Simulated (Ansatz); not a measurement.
## VSe2 monolayer (2H): phonons and vibrational spectra

Wanted: phonon frequencies of VSe2 monolayer (2H) and what follows from them.

Main program and level: Ansatz 0.2.0; DFT PBE, scalar-relativistic, plane waves, PAW.

**1. The starting structure**

The cell holds 3 atoms: 1 V and 2 Se. Cell: a = 3.300 Å, b = 3.300 Å, c = 20.000 Å, α = 90.0°, β = 90.0°, γ = 120.0°. Vacuum lies along c.

**2. Rough relaxation**

The start is far from rest, so a relaxation with loose tolerances brings it close first.

The program solves this slab on a cell height of its own, 30.5 Å, in place of the one typed.

input.yaml reads:

```yaml
crystal:
  lattice:
    - [3.3, 0.0, 0.0]
    - [-1.65, 2.85788, 0.0]
    - [0.0, 0.0, 20.0]
  atoms:
    - { symbol: V, position: [0.333333, 0.666667, 0.5], spin: 1.02 }
    - { symbol: Se, position: [0.666667, 0.333333, 0.58325] }
    - { symbol: Se, position: [0.666667, 0.333333, 0.41675] }
  periodic: [true, true, false]
kpoints:
  mp_grid: { grid: [9, 9, 1] }
hamiltonian:
  xc: pbe
scf:
  occupations: { method: gaussian, width: 0.1 }
output:
  forces: true
  stress: true
  eigenvalues: true
  populations: true
magnetization:
  spin_polarized: true
relax:
  adjacent_minimum: "off"
  f_tol: 0.05
  max_steps: 80
  cell: { stress_2d_tol: 0.02 }
```

On the command line:

```sh
$ ansatz run input.yaml --threads 8 --pin off --max-ram 14336MiB --backend cpu --events-out ev --progress --plain --runs-dir out
```

Numbers of over 12 decimals in the logs are rounded to 6 here.

Log:

```text
[...]
- [0.0, 0.0, 30.46]
  atoms:
    - { symbol: V, position: [0.333333, 0.666667, 0.328299] }
    - { symbol: Se, position: [0.666667, 0.333333, 0.380772] }
    - { symbol: Se, position: [0.666667, 0.333333, 0.275827] }
--- Löwdin populations: 3 sites ---
  site symbol       q [e]    m [muB]
     0      V     12.3535     1.1720
     1     Se     16.2257    -0.1017
     2     Se     16.2257    -0.1017
  spilling = 0.004335 (of n_electrons = 45.000000)
[key lines of the parts left out:]
SCF converged after 11 iterations
Magnetization: 0.9954 μB (22.9977 up, 22.0023 down)
Free energy (F): -13852.704627 eV
Fermi energy:    -5.440120 eV
P = ½ c Tr σ = 0.0173 N/m
```

Wall time 21 s (8 threads of Arm Neoverse V1, shared host); peak memory 0.9 GiB; 2.5 min of CPU time.

Relaxation path:

| step | energy less that of the first step (eV) | largest force component (eV/Å) | volume (Å³) |
| --- | --- | --- | --- |
| 1 | 0.0000 | 0.7346 | 287.27 |
| 2 | 0.0137 | 0.9079 | 301.95 |
| 3 | -0.0503 | 0.0888 | 291.86 |
| 4 | -0.0518 | 0.0073 | 293.32 |
| 5 | -0.0519 | 0.0005 | 294.18 |
| 6* | -0.0521 | 0.0007 | 294.18 |

Relaxation steps marked * repeat the geometry before them on a plane-wave basis chosen anew for their cell, so energy and pressure can jump there. Relaxation step 2 was tried and not accepted.

Forces are held to the 12 operations that the run works with; a distortion that breaks them can't arise in this run.

| cell as run | before | after | change |
| --- | --- | --- | --- |
| a (Å) | 3.300 | 3.339 | +1.2 % |
| b (Å) | 3.300 | 3.339 | +1.2 % |

The atoms that moved most (Å, along periodic axes as changes of fractional coordinates times the final cell, across vacuum about the mean position):

| atom | dx | dy | dz | length |
| --- | --- | --- | --- | --- |
| Se3 | 0.000 | 0.000 | 0.067 | 0.067 |
| Se2 | 0.000 | 0.000 | -0.067 | 0.067 |

The relaxed structure:

```
V Se
1.0
     3.33943    0.00000    0.00000
    -1.66972    2.89203    0.00000
     0.00000    0.00000   30.46000
V Se
1 2
Cartesian
  0.0000 1.9280 10.0000
  1.6697 0.9640 11.5983
  1.6697 0.9640 8.4017
```

This step gave:

```
magnetization          : 0.9954 μB
absolute magnetization : 1.310 μB
site moments           : 0.9225, -0.05539, -0.05539 μB
gap on the k-mesh      : 0.2379 eV
gap by spin            : 0.6790, 0.6177 eV
direct gap on mesh     : 0.6790 eV
area per atom          : 3.219 Å²
```

The relaxation ends with a largest force component of 6.9e-4 eV/Å.

**3. Bringing the structure to rest**

Harmonic phonons are second derivatives at a point where the forces vanish, and they are wanted at zero stress, so atoms and cell are relaxed first.

input.yaml reads:

```yaml
crystal:
  lattice:
    - [3.3394343505, 0.0, 0.0]
    - [-1.6697171752, 2.8920349818, 0.0]
    - [0.0, 0.0, 30.46]
  atoms:
    - { symbol: V, position: [0.3333333333, 0.6666666667, 0.3282994091], spin: 1.01 }
    - { symbol: Se, position: [0.6666666667, 0.3333333333, 0.380772148] }
    - { symbol: Se, position: [0.6666666667, 0.3333333333, 0.2758266701] }
  periodic: [true, true, false]
kpoints:
  mp_grid: { grid: [12, 12, 1] }
hamiltonian:
  xc: pbe
scf:
  occupations: { method: gaussian, width: 0.01 }
output:
  forces: true
  stress: true
  eigenvalues: true
  populations: true
  write_density: true
  write_potential: true
  elf: true
  volumetric_format: npy
magnetization:
  spin_polarized: true
relax:
  adjacent_minimum: "off"
  f_tol: 0.005
  max_steps: 80
  cell: { stress_2d_tol: 0.02 }
```

Log:

```text
[...]
Crystal: 3 atoms, lattice volume = 294.175 Å³
Basis set: ecut = 420 eV, 5801 PW (Γ), exchange–correlation on 48×48×432 points (8 copies of the dense FFT grid, shifted against one another)
Bands: 28, of which v1, the nominal top of the filled ones, is band 23 counted from 1 (22 counted from 0)
Symmetry: 12 space group operations
[...]
k-points: 19 of 144 (time reversal used)
[...]
Starting moments: Σ|m| = 1.01 μB on 1 of 3 sites
[...]
SCF iter   1: F=—  HF=-13853.250185 eV  |F-HF|=—  |Δ(HF+E_count)|=         —  Δρ=1.25e-2 (↑1.25e-2 ↓1.05e-2)  dr2=1.68e0  dr2_m=2.81e-2  M=0.858 μB ∫|m|=1.034 μB  β_m=0.30  ethr=3.10e-3  ⟨swp⟩=15.1  Hψ=7058  notcnv=0
[...]
SCF iter  11: F=-13852.705244 eV  HF=-13852.705244 eV  |F-HF|=1.40e-9  |Δ(HF+E_count)|=   1.04e-8  Δρ=4.09e-7 (↑4.09e-7 ↓3.67e-7)  dr2=2.71e-9  dr2_m=1.29e-11  M=1.000 μB ∫|m|=1.320 μB  ethr=9.58e-11  ⟨swp⟩=20.9  Hψ=9267  notcnv=0
SCF 1 converged in 11 iterations: F = -13852.705244 eV  dr2 = 2.71e-9
  Residual-converged pass: ⟨swp⟩=1.0  Hψ=1218  notcnv=0  max |occ|·‖R‖ = 7.1e-9 eV (tolerance 1.0e-8 eV)  dr2=2.71e-9  dr2_m=1.29e-11  dr2_onsite=5.05e-10  max |Δocc| = 4.0e-71
[...]
relax step   1: F+E_penalty+E_count = -13852.70524368 eV  Δ(F+E_penalty+E_count) = +0.000e0 eV  max|allowed force component| = 2.314e-3 eV/Å  Δτ_max = 0.0000 Å  P = +0.009 N/m  Ω = 294.175 Å³  fix = [c, alpha, beta]  reactions: c +0.000 N/m  (11 SCF iters, dr2 threshold 1.00e-7 eV, accepted)
[...]
SCF iter   1: F=—  HF=-13852.705241 eV  |F-HF|=—  |Δ(HF+E_count)|=         —  Δρ=9.62e-7 (↑8.32e-7 ↓9.62e-7)  dr2=6.37e-9  dr2_m=2.83e-10  M=1.000 μB ∫|m|=1.320 μB  β_m=0.65  ethr=3.24e-7  ⟨swp⟩=6.1  Hψ=10642  notcnv=0
eigensolver tolerance schedule: the retry pair's looser diagonalisation over-reported the residual by 22905.48 of it (diagonalisation noise at an unbounded share of the residual, at the tolerance the schedule requests for it); recorded, not acted on — ethr = c·dr2/N_el stays at c = 1.0e-1
[...]
SCF iter   2: F=—  HF=-13852.705244 eV  |F-HF|=—  |Δ(HF+E_count)|=   2.71e-6  Δρ=9.95e-7 (↑9.95e-7 ↓7.82e-7)  dr2=6.61e-9  dr2_m=8.87e-11  M=1.000 μB ∫|m|=1.320 μB  β_m=0.32  ethr=1.42e-11  ⟨swp⟩=6.0  Hψ=3617  notcnv=0
[...]
SCF iter   8: F=-13852.705244 eV  HF=-13852.705244 eV  |F-HF|=8.73e-11  |Δ(HF+E_count)|=  3.64e-11  Δρ=9.51e-9 (↑9.51e-9 ↓8.81e-9)  dr2=1.98e-12  dr2_m=6.57e-16  M=1.000 μB ∫|m|=1.320 μB  ethr=1.00e-12  ⟨swp⟩=7.3  Hψ=5379  notcnv=0
SCF 2 converged in 8 iterations: F = -13852.705244 eV  dr2 = 1.98e-12
relax step   2: F+E_penalty+E_count = -13852.70524368 eV  Δ(F+E_penalty+E_count) = -2.379e-9 eV  max|allowed force component| = 2.330e-3 eV/Å  Δτ_max = 0.0000 Å  P = +0.009 N/m  Ω = 294.175 Å³  fix = [c, alpha, beta]  reactions: c +0.000 N/m  stress off target by 8.58e-3 N/m on what of the cell is left free  SCF on the basis re-selected at this cell (its energy is not comparable with the rows above)  (8 SCF iters)
[...]
WARN: The output density's exchange-correlation potential varies sharply where the density is thin. Do not read a vacuum level from v_tot or v_xc, or from such a field of the output density. On a cell that repeats whose density bears no net charge and no dipole along the vacuum's axis use v_es (v_loc + v_h of the components); under efield.dipole_correction with no amplitude use v_es + v_field, which holds any externa [...]
SCF converged after 8 iterations
Magnetization: 1.0000 μB (23.0000 up, 22.0000 down)
Absolute magnetization: 1.3130 μB (∫|ρ↑−ρ↓|, with the PAW one-centre terms)
[...]
Per-site moments (μB) at R_I (Å): [(0.925823, 1.033055), (-0.055139, 1.033055), (-0.055139, 1.033055)]
Free energy (F): -13852.705244 eV
[...]
Internal energy: -13852.705244 eV  (E = F + TS)
E sigma→0 (E₀):  -13852.705244 eV
Fermi energy:    -5.427112 eV
[...]
--- Forces (eV/Å), atoms counted from 1 ---
  atom   1  V      0.00000000     0.00000000     0.00000000
  atom   2  Se    -0.00000000    -0.00000000     0.00233026
  atom   3  Se    -0.00000000    -0.00000000    -0.00233026
  max |Σ_I F_I| component: 1.39e-17 eV/Å
--- 2D stress c σ (N/m, compression-positive) ---
        0.008583      -0.000000       0.000000
       -0.000000       0.008583       0.000000
        0.000000       0.000000       0.000000
  P = ½ c Tr σ = 0.0086 N/m
--- Band table (eV; the first three rows and the last of 38) ---
  k-point 0 ↑: bands = [... 19 lower, -6.9170, -6.2509, -6.2509, -5.5793, -2.8432, -2.8432, -2.7820, -2.7820, ... 1 higher]
  k-point 1 ↑: bands = [... 19 lower, -7.0686, -6.3685, -6.2152, -5.6143, -3.1852, -3.1709, -2.9375, -2.7754, ... 1 higher]
  k-point 2 ↑: bands = [... 19 lower, -6.9944, -6.6584, -6.3080, -5.7571, -3.7985, -3.5764, -3.3189, -2.6241, ... 1 higher]
  k-point 18 ↓: bands = [... 19 lower, -8.4879, -8.3805, -6.7042, -4.6137, -3.5988, -3.0106, -2.8066, -1.9154, ... 1 higher]
--- Relaxed structure (1 steps of the walk, 1 accepted, 1 SCFs on fresh bases) ---
[...]
cell:  # Å, volume = 294.1754 Å³
    - [3.339434, -2.8867445709554878e-11, 0.0]
    - [-1.669717, 2.892035, 0.0]
    - [0.0, 0.0, 30.46]
  atoms:
    - { symbol: V, position: [0.333333, 0.666667, 0.328299] }
    - { symbol: Se, position: [0.666667, 0.333333, 0.380772] }
    - { symbol: Se, position: [0.666667, 0.333333, 0.275827] }
--- Löwdin populations: 3 sites ---
  site symbol       q [e]    m [muB]
     0      V     12.3536     1.1760
     1     Se     16.2257    -0.1014
     2     Se     16.2257    -0.1014
  spilling = 0.004335 (of n_electrons = 45.000000)
```

The job ended after 12 s (8 threads; peak memory 0.94 GiB).

Little changed from the start: no atom moved by 0.005 Å and no cell edge by 0.1 %.

Numbers from this step:

```yaml
magnetization: 1.0000 μB
absolute_magnetization: 1.313 μB
site_moments: 0.9258, -0.05514, -0.05514 μB
gap_on_the_k_mesh: 0.2327 eV
gap_by_spin: 0.6792, 0.6104 eV
direct_gap_on_mesh: 0.6792 eV
```

Spin density in the ac plane at fractional y = 0.333, with atoms of Se within 0.2 Å of it.

Ten even steps from '_' (-1.23 × 1e-2 e/Å³) to '@' (3.89 × 1e-2 e/Å³), each cell a mean:
```
::::::::::::::::::::::::::::::::::
::::::::::::::::::::::::::::::::::
::::::::::::::::::::::::::::::::::
::::::::::::::::::::::::::::::::::
::::::::::::::::::::::::::::::::::
::::::::::::::::::::::::::::::::::
::::::::::::::::::::::::::::::::::
::::::::::::::::::::::::::::::::::
::::::::::::::::::::::::::::::::::
::::::::::::::::::::::::::::::::::
::::::::::::::::::::::::::::::::::
::::::::::::::::::::::::::::::::::
::::::::::::::::::::::::::::::::::
::::::::::::::::::::::::::::::::::
....::::::....____..--====::______
++##%%%%##**++--..____________::--
**%%@@@@@@##++==::..________..::==
....::::::....______::====::______
::::::::::::::::::::::::::::::::::
::::::::::::::::::::::::::::::::::
::::::::::::::::::::::::::::::::::
::::::::::::::::::::::::::::::::::
::::::::::::::::::::::::::::::::::
::::::::::::::::::::::::::::::::::
```
Columns run along a (3.3 Å), rows up along c (30.5 Å). Atoms in or near the plane, at fractional coordinates: Se at (0.67, 0.38), Se at (0.67, 0.28).

ELF in the ac plane at fractional y = 0.333, with atoms of Se within 0.2 Å of it. It is the smooth field of the valence electrons, not physical close to the nuclei.

Values, 24 rows by 14 columns, each cell a mean:
```
0.00 0.00 0.00 0.00 0.00 0.00 0.00 0.00 0.00 0.00 0.00 0.00 0.00 0.00
0.00 0.00 0.00 0.00 0.00 0.00 0.00 0.00 0.00 0.00 0.00 0.00 0.00 0.00
0.00 0.00 0.00 0.00 0.00 0.00 0.00 0.00 0.00 0.00 0.00 0.00 0.00 0.00
0.00 0.00 0.00 0.00 0.00 0.00 0.00 0.00 0.00 0.00 0.00 0.00 0.00 0.00
0.00 0.00 0.00 0.00 0.00 0.00 0.00 0.00 0.00 0.00 0.00 0.00 0.00 0.00
0.00 0.00 0.00 0.00 0.00 0.00 0.00 0.00 0.00 0.00 0.00 0.00 0.00 0.00
0.00 0.00 0.00 0.00 0.00 0.00 0.00 0.00 0.00 0.00 0.00 0.00 0.00 0.00
0.00 0.00 0.00 0.00 0.00 0.00 0.00 0.00 0.00 0.00 0.00 0.00 0.00 0.00
0.00 0.00 0.00 0.00 0.00 0.00 0.00 0.00 0.00 0.00 0.00 0.00 0.00 0.00
0.00 0.00 0.00 0.00 0.00 0.00 0.00 0.00 0.00 0.00 0.00 0.00 0.00 0.00
0.00 0.00 0.00 0.00 0.00 0.00 0.00 0.00 0.00 0.00 0.00 0.00 0.00 0.00
0.00 0.00 0.00 0.00 0.00 0.00 0.00 0.00 0.00 0.00 0.00 0.00 0.00 0.00
0.01 0.00 0.00 0.00 0.00 0.01 0.03 0.06 0.09 0.11 0.10 0.08 0.05 0.02
0.20 0.06 0.02 0.03 0.12 0.33 0.52 0.64 0.70 0.73 0.72 0.68 0.59 0.43
0.60 0.32 0.15 0.20 0.47 0.71 0.78 0.74 0.61 0.51 0.55 0.68 0.78 0.76
0.37 0.22 0.15 0.17 0.30 0.46 0.56 0.58 0.54 0.50 0.51 0.56 0.58 0.53
0.32 0.19 0.14 0.16 0.26 0.41 0.51 0.54 0.52 0.49 0.50 0.53 0.53 0.47
0.61 0.34 0.16 0.22 0.49 0.72 0.78 0.73 0.58 0.46 0.51 0.66 0.77 0.77
0.24 0.07 0.03 0.04 0.14 0.38 0.57 0.69 0.75 0.77 0.76 0.72 0.64 0.49
0.01 0.00 0.00 0.00 0.01 0.02 0.05 0.09 0.12 0.14 0.13 0.11 0.07 0.03
0.00 0.00 0.00 0.00 0.00 0.00 0.00 0.00 0.00 0.00 0.00 0.00 0.00 0.00
0.00 0.00 0.00 0.00 0.00 0.00 0.00 0.00 0.00 0.00 0.00 0.00 0.00 0.00
0.00 0.00 0.00 0.00 0.00 0.00 0.00 0.00 0.00 0.00 0.00 0.00 0.00 0.00
0.00 0.00 0.00 0.00 0.00 0.00 0.00 0.00 0.00 0.00 0.00 0.00 0.00 0.00
```
Columns run along a (3.3 Å), rows up along c (30.5 Å). Atoms in or near the plane, at fractional coordinates: Se at (0.67, 0.38), Se at (0.67, 0.28).

Valence density in the ac plane at fractional y = 0.333, with atoms of Se within 0.2 Å of it. It is the smooth field of the valence electrons, not physical close to the nuclei.

Ten steps, logarithmic in the rise over the least value, from '_' (0 e/Å³) to '@' (18 e/Å³), each cell a mean:
```
__________________________________
__________________________________
__________________________________
__________________________________
__________________________________
__________________________________
__________________________________
__________________________________
__________________________________
__________________________________
__________________________________
__________________________________
__________________________________
____________________........______
::....__....::--==**%%@@@@%%++--::
::..........::::--==++****++--::::
::..........::::::--==++++==--::::
::..........::--==**%%@@@@%%**==::
__________________............____
__________________________________
__________________________________
__________________________________
__________________________________
__________________________________
```
Columns run along a (3.3 Å), rows up along c (30.5 Å). Atoms in or near the plane, at fractional coordinates: Se at (0.67, 0.38), Se at (0.67, 0.28).

[end of part 1 of 3]

[Logs are printed without paths, hosts, clocks, repeated set-up lines and the standing remarks that a program may print on its own settings, such as how far it seeks lower states.]

[Hosts, paths, dates, database ids (printed as entryN), source tags and the programs' standing remarks are cut or masked in the printed files.]
